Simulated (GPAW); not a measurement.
**ScAl3: equation of state with revPBE+D3**

**Measured values to compare with.**

“A Combined Experimental and First-Principles Based Assessment of Finite-Temperature Thermodynamic Properties of Intermetallic Al3Sc”, 2021, pmc:8067998 quotes, for a bulk crystal of ScAl3 at 298 K: bulk modulus 91.5 ± 1.1 GPa.

Crystal: ScAl3.

```
Sc Al
1.0
     4.08781    0.00000    0.00000
     0.00000    4.08781    0.00000
     0.00000    0.00000    4.08781
Sc Al
1 3
Direct
  0.00000 0.00000 0.00000
  0.50000 0.50000 0.00000
  0.00000 0.50000 0.50000
  0.50000 0.00000 0.50000
```

The cell is a database's computed one.

```json
{
 "Program": "GPAW 26.7.0",
 "Task": "equation of state",
 "Functional": "revPBE",
 "Dispersion": "D3",
 "Potentials or basis": "the program's PAW data sets (release 1.2.1) made for this functional",
 "Cutoff": "600 eV",
 "Basis": "pw",
 "k mesh": "5 × 5 × 5",
 "Occupations": "fermi-dirac, width 0.05 eV",
 "Spin": "no spin polarisation"
}
```

```json
{"Equilibrium volume": "16.68 Å³/atom", "Bulk modulus": "90 GPa", "Pressure derivative of the bulk modulus": "4.1"}
```

Energy against volume, from the lowest point:
```csv
volume (Å³/atom),energy (meV/atom)
16.052,7.09
16.394,1.40
16.735,0.00
17.077,2.46
17.419,8.38
17.760,17.44
18.102,29.32
```

It took 74 s on 1 thread of Intel(R) Xeon(R) CPU @ 2.80GHz (Skylake/Cascade Lake), on a shared host, peak memory 0.24 GiB.

Against the measured bulk modulus of ScAl3, 91.5 GPa (298 K; quoted in “A Combined Experimental and First-Principles Based Assessment of Finite-Temperature Thermodynamic Properties of Intermetallic Al3Sc”, 2021, pmc:8067998), the calculated 90 GPa is off by -2.0 %. The fit is for a static lattice scaled at fixed shape and fixed fractional positions.
